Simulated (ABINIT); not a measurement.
# TePb (Fm-3m): G0W0 in ABINIT against the screening cutoff in the self-energy

Aim: move the screening cutoff in the self-energy of a G0W0 run on TePb (Fm-3m) over a wide range.

Calculated with ABINIT 10.8.3; PBE and many-body steps on it, plane waves.

### 1. Set-up

The structure is cubic, space group Fm-3m (No. 225). Conventional cell: a = 6.462 Å, b = 6.462 Å, c = 6.462 Å, α = 90.00°, β = 90.00°, γ = 90.00°. Nearest to Te lie 6 Pb at 3.23 Å. Pb has 6 Te at 3.23 Å nearest. Farther neighbours and most contacts between anions are not listed.

The cell and positions come from the Crystallography Open Database and are kept as given unless a step says otherwise. Spin-orbit coupling is left out unless a step names it.

### 2. Screening, 4×4×4 mesh, 448 bands, screening to 272.1 eV

This step: ABINIT 10.8.3; RPA screening on PBE, plane waves, norm-conserving pseudopotentials.

The RPA dielectric matrix is built and inverted for each q.

Input file run.abi:

```
acell 3*1.0 Angstrom
rprim 
  -0.000000000000 3.231000000000 3.231000000000
  3.231000000000 0.000000000000 3.231000000000
  3.231000000000 3.231000000000 0.000000000000
ntypat 2
znucl 52 82
natom 2
typat 1 2
xred 
  0.500000000000 0.500000000000 0.500000000000
  0.000000000000 0.000000000000 0.000000000000
pp_dirpath "pseudos"
pseudos "Te.upf, Pb.upf"
ecut 34
ngkpt 4 4 4
nshiftk 1
shiftk 0 0 0
kptopt 1
chksymbreak 0
istwfk *1
occopt 1
irdwfk 1
optdriver 3
nband 448
ecuteps 10
inclvkb 2
awtr 1
symchi 1
indata_prefix "in"
outdata_prefix "out"
tmpdata_prefix "tmp"
```

Launch:

```sh
> OMP_NUM_THREADS=1 mpirun -n 8 abinit run.abi > log
```

Log:

```text
.Version 10.8.3 of ABINIT. v10.8.2 released Aug 2026.

 Symmetries : space group Fm -3 m (#225); Bravais cF (face-center cubic)
[... echo of the input left out ...]
== DATASET  1 ==================================================================
-   mpi_nproc: 8, omp_nthreads: 1 (-1 if OMP is not activated)

--- !DatasetInfo
iteration_state: {dtset: 1, }
dimensions: {natom: 2, nkpt: 8, mband: 448, nsppol: 1, nspinor: 1, nspden: 1, mpw: 4338, }
cutoff_energies: {ecut:  34.0, pawecutdg:  -1.0, }
electrons: {nelect:   3.00000000E+01, charge:   0.00000000E+00, occopt:   1.00000000E+00, tsmear:   1.00000000E-02, }

 SCREENING: Calculation of the susceptibility and dielectric matrices

 Based on a program developped by R.W. Godby, V. Olevano, G. Onida, and L. Reining.
 Incorporated in ABINIT by V. Olevano, G.-M. Rignanese, and M. Torrent.
.Using double precision arithmetic ; gwpc =  8

[... cell and pseudopotentials left out ...]
--------------------------------------------------------------------------------

 ==== K-mesh for the wavefunctions ====
 Number of points in the irreducible wedge :     8
[... list of points left out ...]
 Together with 48 symmetry operations and time-reversal symmetry
 yields    64 points in the full Brillouin Zone.

 ==== Q-mesh for the screening function ====
 Number of points in the irreducible wedge :     8
[... list of points left out ...]
 Together with 48 symmetry operations and time-reversal symmetry
 yields    64 points in the full Brillouin Zone.

 setmesh: FFT mesh size selected  =    36x   36x   36
          total number of points  =        46656

 vcoul_init : cutoff-mode = AUXILIARY_FUNCTION
 q-points for optical limit:   1
     1)      0.000010    0.000020    0.000030

- screening: taking advantage of time-reversal symmetry
- Maximum band index for partially occupied states nbvw = 15
- Remaining bands to be divided among processors   nbcw = 433
- Number of bands treated by each node ~54

 Number of electrons calculated from density =   30.0000; Expected =   30.0000
 average of density, n =  0.065900
 r_s =    1.5358
 omega_plasma =   24.7627 [eV]

 calculating chi0 at frequencies [eV] :
  1    0.000000E+00    0.000000E+00
  2    0.000000E+00    2.476267E+01

--------------------------------------------------------------------------------
  q-point number  1        q = ( 0.000000, 0.000000, 0.000000) [r.l.u.]
--------------------------------------------------------------------------------
[... chi0 elements left out ...]
 For q-point:  0.000010 0.000020 0.000030
  dielectric constant =  38.7417
  dielectric constant without local fields =  41.7549

  Average fulfillment of the sum rule on Im[epsilon] for q-point    1 :    156.79  [%]
[... wings left out ...]
  q-point number  2        q = ( 0.250000, 0.000000, 0.000000) [r.l.u.]
--------------------------------------------------------------------------------
[... chi0 elements left out ...]
  Average fulfillment of the sum rule on Im[epsilon] for q-point    2 :    184.08  [%]

 [... 6 further q-points ...]
```

Wall time 4.2 min (8 MPI ranks of Intel Xeon Platinum 8488C (Sapphire Rapids), shared host); peak memory 4.6 GiB; 34 min of CPU time.

This step gave:

```
ε∞ with local fields, on this mesh, along the program's q direction : 38.74
the same without local fields                                       : 41.75
plasma frequency                                                    : 24.76 eV
plane waves in the screening matrix                                 : 701
```

Local fields lower ε∞ by 7 %.

### 3. 1 Ha

This step: G0W0 on PBE, plane waves, norm-conserving pseudopotentials.

run.abi, as its differences from that of step 2:

```diff
@@ -23,8 +23,17 @@
 irdwfk 1
-optdriver 3
+optdriver 4
 nband 448
-ecuteps 10
-inclvkb 2
-awtr 1
-symchi 1
+gwcalctyp 0
+ecutsigx 34
+symsigma 1
+nkptgw 2
+kptgw 
+  0.5000000000 0.0000000000 0.0000000000
+  0.0000000000 0.0000000000 0.0000000000
+bdgw 
+  13 18
+  13 18
+ecuteps 1
+irdscr 1
+ppmodel 1
 indata_prefix "in"
```

Log:

```text
.Version 10.8.3 of ABINIT. v10.8.2 released Aug 2026.

 Symmetries : space group Fm -3 m (#225); Bravais cF (face-center cubic)
[... echo of the input left out ...]
== DATASET  1 ==================================================================
-   mpi_nproc: 8, omp_nthreads: 1 (-1 if OMP is not activated)

--- !DatasetInfo
iteration_state: {dtset: 1, }
dimensions: {natom: 2, nkpt: 8, mband: 448, nsppol: 1, nspinor: 1, nspden: 1, mpw: 4338, }
cutoff_energies: {ecut:  34.0, pawecutdg:  -1.0, }
electrons: {nelect:   3.00000000E+01, charge:   0.00000000E+00, occopt:   1.00000000E+00, tsmear:   1.00000000E-02, }

 SIGMA: Calculation of the GW corrections

 Based on a program developped by R.W. Godby, V. Olevano, G. Onida, and L. Reining.
 Incorporated in ABINIT by V. Olevano, G.-M. Rignanese, and M. Torrent.
.Using double precision arithmetic ; gwpc =  8

[... cell and pseudopotentials left out ...]
--------------------------------------------------------------------------------

 ==== K-mesh for the wavefunctions ====
 Number of points in the irreducible wedge :     8
[... list of points left out ...]
 Together with 48 symmetry operations and time-reversal symmetry
 yields    64 points in the full Brillouin Zone.

 ==== Q-mesh for screening function ====
 Number of points in the irreducible wedge :     8
[... list of points left out ...]
 Together with 48 symmetry operations and time-reversal symmetry
 yields    64 points in the full Brillouin Zone.

 vcoul_init : cutoff-mode = AUXILIARY_FUNCTION
 q-points for optical limit:   1
     1)      0.000010    0.000020    0.000030
 setmesh: FFT mesh size selected  =    45x   45x   45
          total number of points  =        91125

 Number of electrons calculated from density =   30.0000; Expected =   30.0000
 average of density, n =  0.065900
 r_s =    1.5358
 omega_plasma =   24.7627 [eV]

 === KS Band Gaps ===
  >>>> For spin  1
   Minimum direct gap =   0.7358 [eV], located at k-point      :   0.5000  0.0000  0.0000
   Fundamental gap    =   0.7358 [eV], Top of valence bands at :   0.5000  0.0000  0.0000
                                       Bottom of conduction at :   0.5000  0.0000  0.0000
 SIGMA fundamental parameters:
 PLASMON POLE MODEL  1
 number of plane-waves for SigmaX                 4285
 number of plane-waves for SigmaC and W             15
 number of plane-waves for wavefunctions          4285
 number of bands                                   448
 number of independent spin polarizations            1
 number of spinorial components                      1
 number of k-points in IBZ                           8
 number of q-points in IBZ                           8
 number of symmetry operations                      48
 number of k-points in BZ                           64
 number of q-points in BZ                           64
 number of frequencies for dSigma/dE                 9
 frequency step for dSigma/dE [eV]                0.25
 number of omega for Sigma on real axis              0
 max omega for Sigma on real axis  [eV]           0.00
 zcut for avoiding poles [eV]                     0.10

 EPSILON^-1 parameters (SCR file):
 dimension of the eps^-1 matrix on file            701
 dimension of the eps^-1 matrix used                15
 number of plane-waves for wavefunctions          4285
 number of bands                                   448
 number of q-points in IBZ                           8
 number of frequencies                               2
 number of real frequencies                          1
 number of imag frequencies                          1

 matrix elements of self-energy operator (all in [eV])

 Perturbative Calculation

--- !SelfEnergy_ee
iteration_state: {dtset: 1, }
kpoint     : [   0.500,    0.000,    0.000, ]
spin       : 1
KS_gap     :    0.736
QP_gap     :    0.801
Delta_QP_KS:    0.065
data: !SigmaeeData |
     Band     E0 <VxcDFT>   SigX SigC(E0)      Z dSigC/dE  Sig(E)    E-E0       E
       13   3.289 -11.806 -14.356   2.048   0.802  -0.246 -12.209  -0.403   2.886
       14   3.289 -11.806 -14.356   2.048   0.802  -0.246 -12.209  -0.403   2.886
       15   4.179 -12.163 -13.776   1.252   0.810  -0.234 -12.455  -0.293   3.886
       16   4.915  -9.781  -7.151  -2.910   0.813  -0.230 -10.009  -0.227   4.687
       17   5.451 -10.045  -7.546  -2.667   0.812  -0.231 -10.182  -0.137   5.314
       18   5.451 -10.045  -7.546  -2.667   0.812  -0.231 -10.182  -0.137   5.314

--- !SelfEnergy_ee
iteration_state: {dtset: 1, }
kpoint     : [   0.000,    0.000,    0.000, ]
spin       : 1
KS_gap     :    5.441
QP_gap     :    5.783
Delta_QP_KS:    0.342
data: !SigmaeeData |
     Band     E0 <VxcDFT>   SigX SigC(E0)      Z dSigC/dE  Sig(E)    E-E0       E
[...]
16   8.279 -10.803  -7.343  -3.695   0.798  -0.253 -10.991  -0.188   8.091
       17   8.279 -10.803  -7.343  -3.695   0.798  -0.253 -10.991  -0.188   8.091
       18   8.279 -10.803  -7.343  -3.695   0.798  -0.253 -10.991  -0.188   8.091

== END DATASET(S) ==============================================================
================================================================================

 -outvars: echo values of variables after computation  --------
           etotal      0.0000000000E+00
            nband         448
             nkpt           8
          spgroup         225
 [... the other variables as echoed above ...]

 Calculation completed.
```

Run time: 4.8 s. Hardware: 8 MPI ranks; peak memory 1.4 GiB; 37 s of CPU time.

This step gave:

```yaml
g0w0_gap_on_the_points_computed: 0.8010 eV
starting_gap_on_the_mesh: 0.7358 eV
k_of_the_valence_top: 0.5, 0, 0
k_of_the_conduction_bottom: 0.5, 0, 0
z_at_the_valence_top: 0.81
z_at_the_conduction_bottom: 0.813
least_direct_g0w0_gap_on_the_computed_points: 0.8010 eV
```

### 4. 2 Ha

run.abi, as its differences from that of step 3:

```diff
@@ -35,3 +35,3 @@
   13 18
-ecuteps 1
+ecuteps 2
 irdscr 1
```

Log:

```text
.Version 10.8.3 of ABINIT. v10.8.2 released Aug 2026.

 Symmetries : space group Fm -3 m (#225); Bravais cF (face-center cubic)
[... echo of the input left out ...]
== DATASET  1 ==================================================================
-   mpi_nproc: 8, omp_nthreads: 1 (-1 if OMP is not activated)

--- !DatasetInfo
iteration_state: {dtset: 1, }
dimensions: {natom: 2, nkpt: 8, mband: 448, nsppol: 1, nspinor: 1, nspden: 1, mpw: 4338, }
cutoff_energies: {ecut:  34.0, pawecutdg:  -1.0, }
electrons: {nelect:   3.00000000E+01, charge:   0.00000000E+00, occopt:   1.00000000E+00, tsmear:   1.00000000E-02, }

 SIGMA: Calculation of the GW corrections

 Based on a program developped by R.W. Godby, V. Olevano, G. Onida, and L. Reining.
 Incorporated in ABINIT by V. Olevano, G.-M. Rignanese, and M. Torrent.
.Using double precision arithmetic ; gwpc =  8

[... cell and pseudopotentials left out ...]
--------------------------------------------------------------------------------

 ==== K-mesh for the wavefunctions ====
 Number of points in the irreducible wedge :     8
[... list of points left out ...]
 Together with 48 symmetry operations and time-reversal symmetry
 yields    64 points in the full Brillouin Zone.

 ==== Q-mesh for screening function ====
 Number of points in the irreducible wedge :     8
[... list of points left out ...]
 Together with 48 symmetry operations and time-reversal symmetry
 yields    64 points in the full Brillouin Zone.

 vcoul_init : cutoff-mode = AUXILIARY_FUNCTION
 q-points for optical limit:   1
     1)      0.000010    0.000020    0.000030
 setmesh: FFT mesh size selected  =    45x   45x   45
          total number of points  =        91125

 Number of electrons calculated from density =   30.0000; Expected =   30.0000
[...]
number of omega for Sigma on real axis              0
 max omega for Sigma on real axis  [eV]           0.00
 zcut for avoiding poles [eV]                     0.10

 EPSILON^-1 parameters (SCR file):
 dimension of the eps^-1 matrix on file            701
 dimension of the eps^-1 matrix used                59
 number of plane-waves for wavefunctions          4285
 number of bands                                   448
 number of q-points in IBZ                           8
 number of frequencies                               2
 number of real frequencies                          1
 number of imag frequencies                          1

 matrix elements of self-energy operator (all in [eV])

 Perturbative Calculation

--- !SelfEnergy_ee
iteration_state: {dtset: 1, }
kpoint     : [   0.500,    0.000,    0.000, ]
spin       : 1
KS_gap     :    0.736
QP_gap     :    0.957
Delta_QP_KS:    0.221
data: !SigmaeeData |
     Band     E0 <VxcDFT>   SigX SigC(E0)      Z dSigC/dE  Sig(E)    E-E0       E
       13   3.289 -11.806 -14.356   1.702   0.788  -0.269 -12.474  -0.668   2.621
       14   3.289 -11.806 -14.356   1.702   0.788  -0.269 -12.474  -0.668   2.621
       15   4.179 -12.163 -13.776   0.870   0.796  -0.256 -12.754  -0.592   3.587
[...]
--- !SelfEnergy_ee
iteration_state: {dtset: 1, }
kpoint     : [   0.000,    0.000,    0.000, ]
spin       : 1
KS_gap     :    5.441
QP_gap     :    5.822
Delta_QP_KS:    0.381
data: !SigmaeeData |
     Band     E0 <VxcDFT>   SigX SigC(E0)      Z dSigC/dE  Sig(E)    E-E0       E
[...]
17   8.279 -10.803  -7.343  -3.967   0.786  -0.273 -11.201  -0.398   7.881
       18   8.279 -10.803  -7.343  -3.967   0.786  -0.273 -11.201  -0.398   7.881

== END DATASET(S) ==============================================================
================================================================================

 -outvars: echo values of variables after computation  --------
           etotal      0.0000000000E+00
            nband         448
             nkpt           8
          spgroup         225
 [... the other variables as echoed above ...]

 Calculation completed.
```

Elapsed: 6.5 s, on 8 MPI ranks; peak memory 2.1 GiB.

This step gave:

```
G0W0 gap on the points computed              : 0.9570 eV
starting gap on the mesh                     : 0.7358 eV
k of the valence top                         : 0.5, 0, 0
k of the conduction bottom                   : 0.5, 0, 0
Z at the valence top                         : 0.796
Z at the conduction bottom                   : 0.803
least direct G0W0 gap on the computed points : 0.9570 eV
```

### 5. 3.5 Ha

The self-energy is evaluated for the states that the input lists, and the levels follow from it, in one-shot runs by the linearised quasiparticle equation.

run.abi, as its differences from that of step 4:

```diff
@@ -35,3 +35,3 @@
   13 18
-ecuteps 2
+ecuteps 3.5
 irdscr 1
```

Log:

```text
.Version 10.8.3 of ABINIT. v10.8.2 released Aug 2026.

 Symmetries : space group Fm -3 m (#225); Bravais cF (face-center cubic)
[... echo of the input left out ...]
== DATASET  1 ==================================================================
-   mpi_nproc: 8, omp_nthreads: 1 (-1 if OMP is not activated)

--- !DatasetInfo
iteration_state: {dtset: 1, }
dimensions: {natom: 2, nkpt: 8, mband: 448, nsppol: 1, nspinor: 1, nspden: 1, mpw: 4338, }
cutoff_energies: {ecut:  34.0, pawecutdg:  -1.0, }
[...]
Band     E0 <VxcDFT>   SigX SigC(E0)      Z dSigC/dE  Sig(E)    E-E0       E
[...]
17   8.279 -10.803  -7.343  -4.136   0.783  -0.277 -11.332  -0.529   7.750
       18   8.279 -10.803  -7.343  -4.136   0.783  -0.277 -11.332  -0.529   7.750

== END DATASET(S) ==============================================================
================================================================================

 -outvars: echo values of variables after computation  --------
           etotal      0.0000000000E+00
            nband         448
             nkpt           8
          spgroup         225
 [... the other variables as echoed above ...]

 Calculation completed.
```

Wall time 11 s (8 MPI ranks); peak memory 2.6 GiB; 84 s of CPU time.

This step gave:

- G0W0 gap on the points computed: 1.050 eV
- starting gap on the mesh: 0.7358 eV
- k of the valence top: 0.5, 0, 0
- k of the conduction bottom: 0.5, 0, 0
- least direct G0W0 gap on the computed points: 1.050 eV

The gap on the mesh goes from 0.74 eV to 1.05 eV, a correction of +0.31 eV.

### 6. 5 Ha

run.abi, as its differences from that of step 5:

```diff
@@ -35,3 +35,3 @@
   13 18
-ecuteps 3.5
+ecuteps 5
 irdscr 1
```

Log:

```text
.Version 10.8.3 of ABINIT. v10.8.2 released Aug 2026.

 Symmetries : space group Fm -3 m (#225); Bravais cF (face-center cubic)
[... echo of the input left out ...]
== DATASET  1 ==================================================================
-   mpi_nproc: 8, omp_nthreads: 1 (-1 if OMP is not activated)

--- !DatasetInfo
iteration_state: {dtset: 1, }
dimensions: {natom: 2, nkpt: 8, mband: 448, nsppol: 1, nspinor: 1, nspden: 1, mpw: 4338, }
cutoff_energies: {ecut:  34.0, pawecutdg:  -1.0, }
[...]
Band     E0 <VxcDFT>   SigX SigC(E0)      Z dSigC/dE  Sig(E)    E-E0       E
[...]
17   8.279 -10.803  -7.343  -4.226   0.782  -0.278 -11.402  -0.599   7.680
       18   8.279 -10.803  -7.343  -4.226   0.782  -0.278 -11.402  -0.599   7.680

== END DATASET(S) ==============================================================
================================================================================

 -outvars: echo values of variables after computation  --------
           etotal      0.0000000000E+00
            nband         448
             nkpt           8
          spgroup         225
 [... the other variables as echoed above ...]

 Calculation completed.
```

Elapsed: 25 s, on 8 MPI ranks; peak memory 3.2 GiB.

This step gave:

| Quantity | Value |
| --- | --- |
| G0W0 gap on the points computed | 1.091 eV |
| starting gap on the mesh | 0.7358 eV |
| k of the valence top | 0.5, 0, 0 |
| k of the conduction bottom | 0.5, 0, 0 |
| least direct G0W0 gap on the computed points | 1.091 eV |

Against the run before, the gap moves by +0.041 eV.

(Continued in part 2 of 2.)

[Paths, hosts, dates, memory and timing lines, banners, echoed tables and standing remarks are left out of the program output.]

[Logs are printed without paths, hosts, clocks, repeated set-up lines and the standing remarks that a program may print on its own settings, such as how far it seeks lower states.]

[Runs of the session that timed out or met a known fault of the program may be left out.]

[Hosts, paths, dates, database ids (printed as entryN), source tags and the programs' standing remarks are cut or masked in the printed files.]

[G0W0 gaps are taken among the corrected bands and points alone; a level outside them can change the order at an edge.]

[Where Ansatz stands beside ABINIT at settings called matched, ABINIT's density can come from a denser mesh and the files from another edition; pairs whose starting gaps differed by over 0.03 eV were left out, so agreement reads better than it is.]
